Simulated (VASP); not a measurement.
# Pb (C2/m) in VASP: a series of runs, part 2 of 2

VASP 6.6.1. Earlier steps stand in the parts before.

## Step 4: Single point, LDA

Input file INCAR:

```
SYSTEM = Pb
ADDGRID = .False. ; ALGO = Normal
EDIFF = 1E-6 ; ENCUT = 460
GGA = CA ; ISIF = 2
ISMEAR = 1 ; LASPH = .True.
LCHARG = .False. ; LREAL = Auto
LWAVE = .False. ; NELM = 100
PREC = Accurate ; SIGMA = 0.2
```

Input file KPOINTS:

```
k-points
0
Gamma
  14 14 7
  0 0 0
```

Input file POSCAR:

```
Pb
1.0
    3.0386068135     -1.7503199600      0.0000000000
    3.0386068135      1.7503199600      0.0000000000
   -2.1154626375      0.0000000000      6.0952248674
Pb
2
Direct
    0.9226740000      0.9042520000      0.7213670000
    0.1042030000      0.0659440000      0.2801110000
```

Run with:

```
> cat potpaw_LDA.64/Pb_d/POTCAR > POTCAR
> mpirun -np 1 vasp_std > vasp.out
```

Wall time 5.8 min (1 thread of Intel Xeon 6975P-C (Granite Rapids), shared host); peak memory 0.47 GiB.

The run converged, but some of its settings lie outside the range that counts as converged, so its numbers aren't taken as properties of the crystal.

What came out:

| Item | Value |
| --- | --- |
| Free energy | -8.3258 eV |
| Pressure | -2.6 GPa |
| Largest force | 0.076 eV/Å |
| Band gap on the k mesh | none (metal or under the smearing width) |

## Step 5: Single point, LDA

Input file INCAR:

```
SYSTEM = Pb
ADDGRID = .False. ; ALGO = Normal
EDIFF = 0.01 ; ENCUT = 460
GGA = CA ; ISIF = 2
ISMEAR = 1 ; LASPH = .True.
LCHARG = .False. ; LREAL = .False.
LWAVE = .False. ; NELM = 100
PREC = Accurate ; SIGMA = 0.2
```

KPOINTS is that of step 4.

Input file POSCAR:

```
Pb
1.0
    3.0386068135     -1.7503199600      0.0000000000
    3.0386068135      1.7503199600      0.0000000000
   -2.1154626375      0.0000000000      6.0952248674
Pb
2
Direct
    0.9085084100      0.9085084100      0.7262922000
    0.0914915900      0.0914915900      0.2737078000
```

Potentials or basis: VASP PAW LDA potentials, release 64 (Pb_d).

Run with:

```
> cat potpaw_LDA.64/Pb_d/POTCAR > POTCAR
> mpirun -np 1 vasp_std > vasp.out
```

OUTCAR:

```text
SYSTEM = Pb
   EDIFF = 0.01
   ENCUT = 460
   GGA = CA
   ISIF = 2
   ISMEAR = 1
   LASPH = .True.
   LREAL = .False.
   NELM = 100
   PREC = Accurate

 Found    372 irreducible k-points:

 Following reciprocal coordinates:
            Coordinates               Weight
  0.000000  0.000000  0.000000      1.000000
  0.071429 -0.000000 -0.000000      4.000000
  0.142857  0.000000 -0.000000      4.000000
  0.214286  0.000000 -0.000000      4.000000
  0.285714  0.000000  0.000000      4.000000
  0.357143  0.000000 -0.000000      4.000000
   k-points           NKPTS =    372   k-points in BZ     NKDIM =    372   number of bands    NBANDS=     18
   number of dos      NEDOS =    301   number of ions     NIONS =      2
   total plane-waves  NPLWV =  37632
   dimension x,y,z NGX =    28 NGY =   28 NGZ =   48
   dimension x,y,z NGXF=    56 NGYF=   56 NGZF=   96
   ions per type =               2
   NGX,Y,Z   is equivalent  to a cutoff of  13.27, 13.27, 12.37 a.u.
   NGXF,Y,Z  is equivalent  to a cutoff of  26.55, 26.55, 24.74 a.u.
 SYSTEM =  Pb
   PREC   = accura    normal or accurate (medium, high low for compatibility)
   ISTART =      0    job   : 0-new  1-cont  2-samecut
   ICHARG =      2    charge: 1-file 2-atom 10-const
   ISPIN  =      1    spin polarized calculation?
   LNONCOLLINEAR =      F non collinear calculations
   LSORBIT =      F    spin-orbit coupling
   LASPH  =      T    aspherical Exc in radial PAW
   ENCUT  =  460.0 eV  33.81 Ry    5.81 a.u.   6.13  6.13 11.28*2*pi/ulx,y,z
   NELM   =    100;   NELMIN=  2; NELMDL= -5     # of ELM steps
   EDIFF  = 0.1E-01   stopping-criterion for ELM
   LREAL  =      F    real-space projection
   EDIFFG = 0.1E+00   stopping-criterion for IOM
   NSW    =      0    number of steps for IOM
   IBRION =     -1    ionic relax: 0-MD 1-quasi-New 2-CG
   NFREE  =      0    steps in history (QN), initial steepest desc. (CG)
   ISIF   =      2    stress and relaxation
   ISYM   =      2    0-nonsym 1-usesym 2-fastsym
   POTIM  = 0.5000    time-step for ionic-motion
   TEBEG  =    0.0;   TEEND  =   0.0 temperature during run
   PSTRESS=    0.0 pullay stress
   NELECT =      28.0000    total number of electrons
   NUPDOWN=      -1.0000    fix difference up-down
   EMIN   =  10.00;   EMAX   =-10.00  energy-range for DOS
   EFERMI =   0.00;   METHOD = LEGACY
   ISMEAR =     1;   SIGMA  =   0.20  broadening in eV -4-tet -1-fermi 0-gaus
   EFERMI_NEDOS =   21; number of points for ismear=-14 and -15
   IALGO  =     38    algorithm
   IMIX   =      4    mixing-type and parameters
     AMIX     =   0.40;   BMIX     =  1.00
     AMIX_MAG =   1.60;   BMIX_MAG =  1.00
  volume/ion in A,a.u.               =      32.42       218.77
  Fermi-wavevector in a.u.,A,eV,Ry     =   1.237438  2.338420 20.833975  1.531254
  Thomas-Fermi vector in A             =   2.372006
   LORBIT       =      0    0 simple, 1 ext, 2 COOP (PROOUT), +10 PAW based schemes
   GGA     = CA    functional components
   LHFCALC =     F    Hartree Fock is set to
   AEXX    =    0.0000 exact exchange contribution
   IVDW    =     0    specifies the selected vdW correction
   LEPSILON=     F    determine dielectric tensor
   LRPA    =     F    only Hartree local field effects (RPA)
 non-spin polarized calculation
 Methfessel and Paxton  Order N= 1 SIGMA  =   0.20
  energy-cutoff  :      460.00
  volume of cell :       64.84
 maximum number of plane-waves:      1472
 NGX is ok and might be reduce to    28
   NGX = 13   NGY = 13   NGZ = 23

 number of electron      27.9999996 magnetization

 Free energy of the ion-electron system (eV)
  ---------------------------------------------------
  ext. energy  EPLUGINS =         0.00000000
  ---------------------------------------------------
  free energy    TOTEN  =        -8.32450514 eV

  energy without entropy =       -8.32527131  energy(sigma->0) =       -8.32476053

 E-fermi :   6.2600     XC(G=0): -10.0900

 val. band max:        6.2562133054   @ k =  -0.4286   0.5000   0.4286
 cond. band min:       6.2601943763   @ k =   0.1429   0.0000   0.4286
 fundamental gap:      0.0039810709
 Fermi energy:         6.2600152645

 k-point     1 :       0.0000    0.0000    0.0000
  band No.  band energies     occupation
      1     -10.8241      2.00000
      2     -10.7127      2.00000
      3     -10.7117      2.00000
      4     -10.7091      2.00000
      5     -10.7085      2.00000
      6     -10.6870      2.00000
[... 10 lines left out ...]
     17      12.6918      0.00000
     18      12.8052      0.00000
[... 85 lines left out ...]
 k-point     6 :       0.3571    0.0000   -0.0000
  band No.  band energies     occupation
      1     -10.8167      2.00000
      2     -10.7763      2.00000
      3     -10.7495      2.00000
      4     -10.7233      2.00000
      5     -10.6325      2.00000
      6     -10.5432      2.00000
[... 10 lines left out ...]
     17      10.6765      0.00000
     18      11.3498      0.00000

 [... further k-points ...]

------------------------ aborting loop because EDIFF is reached ----------------------------------------

  FORCE on cell =-STRESS in cart. coord.  units (eV):
  Direction    XX          YY          ZZ          XY          YZ          ZX
  --------------------------------------------------------------------------------------
  -------------------------------------------------------------------------------------
  Total       -0.7425652     -0.7796562     -0.4288771      0.0000000      0.0000000      0.0072810
  in kB      -18.3498904    -19.2664656    -10.5981910      0.0000000      0.0000000      0.1799254
  external PRESSURE =     -16.0715157 kB  Pullay stress =       0.0000000 kB

 VOLUME and BASIS-vectors are now :
 -----------------------------------------------------------------------------
  energy-cutoff  :      460.00
  volume of cell :       64.84
      direct lattice vectors                 reciprocal lattice vectors
     3.038606813 -1.750319960  0.000000000     0.164549095 -0.285662057  0.057109864
     3.038606813  1.750319960  0.000000000     0.164549095  0.285662057  0.057109864
    -2.115462637  0.000000000  6.095224867     0.000000000  0.000000000  0.164062856

 POSITION                                       TOTAL-FORCE (eV/Angst)
 -----------------------------------------------------------------------------------
      3.98476      0.00000      4.42691         0.016839      0.000000     -0.171008
     -0.02300      0.00000      1.66831        -0.016839      0.000000      0.171008
 -----------------------------------------------------------------------------------
    total drift:                                0.000000      0.000000     -0.000000

  FREE ENERGIE OF THE ION-ELECTRON SYSTEM (eV)
  ---------------------------------------------------
  free  energy   TOTEN  =        -8.3245051409 eV

  energy  without entropy=       -8.3252713075  energy(sigma->0) =       -8.32476053
```

OSZICAR:

```text
N       E                     dE             d eps       ncg     rms          rms(c)
DAV:   1     0.269958336832E+03    0.26996E+03   -0.13652E+04 13392   0.170E+03
DAV:   2     0.102551333616E+02   -0.25970E+03   -0.25647E+03 13410   0.418E+02
DAV:   3    -0.781650636299E+01   -0.18072E+02   -0.17845E+02 16404   0.140E+02
DAV:   4    -0.833604538696E+01   -0.51954E+00   -0.51845E+00 15734   0.287E+01
DAV:   5    -0.835723213256E+01   -0.21187E-01   -0.21186E-01 16258   0.507E+00    0.790E-01
DAV:   6    -0.833138061878E+01    0.25852E-01   -0.49726E-02 15362   0.299E+00    0.398E-01
DAV:   7    -0.832450514088E+01    0.68755E-02   -0.17864E-02  7442   0.189E+00
   1 F= -.83245051E+01 E0= -.83247605E+01  d E =0.766167E-03
```

Run time: 68 s. Hardware: 1 thread of Intel Xeon 6975P-C (Granite Rapids), shared host; peak memory 0.38 GiB.

The run converged, but some of its settings lie outside the range that counts as converged, so its numbers aren't taken as properties of the crystal.

What came out:

| Property | Result |
| --- | --- |
| Free energy | -8.3245 eV |
| Pressure | -1.6 GPa |
| Largest force | 0.172 eV/Å |
| Band gap on the k mesh | none (metal or under the smearing width) |

## Step 6: Single point, LDA

INCAR is that of step 5.

KPOINTS is that of step 5.

Input file POSCAR:

```
Pb
1.0
    3.0386068135     -1.7503199600      0.0000000000
    3.0386068135      1.7503199600      0.0000000000
   -2.1154626375      0.0000000000      6.0952248674
Pb
2
Direct
    0.9226740000      0.9042520000      0.7213670000
    0.1042030000      0.0659440000      0.2801110000
```

Potentials or basis: VASP PAW LDA potentials, release 64 (Pb_d).

Run with:

```
> cat potpaw_LDA.64/Pb_d/POTCAR > POTCAR
> mpirun -np 1 vasp_std > vasp.out
```

Run time: 2.2 min. Hardware: 1 thread of Intel Xeon 6975P-C (Granite Rapids), shared host; peak memory 0.59 GiB.

These settings aren't checked as converged: the numbers below hold their error.

Results:

```
Free energy            : -8.3252 eV
Pressure               : -1.1 GPa
Largest force          : 0.031 eV/Å
Band gap on the k mesh : none (metal or under the smearing width)
```

## Step 7: The reference run

An earlier run on the cell as given: functional PBE; potentials or basis VASP PAW PBE potentials, release 64 (Pb_d); cutoff 520 eV; k mesh 9 × 9 × 5; occupations fermi-dirac, width 0.05 eV; no spin polarisation.

* Pressure: 0.7 GPa
* Largest force: 0.079 eV/Å
* Band gap on the k mesh: none (metal or under the smearing width)
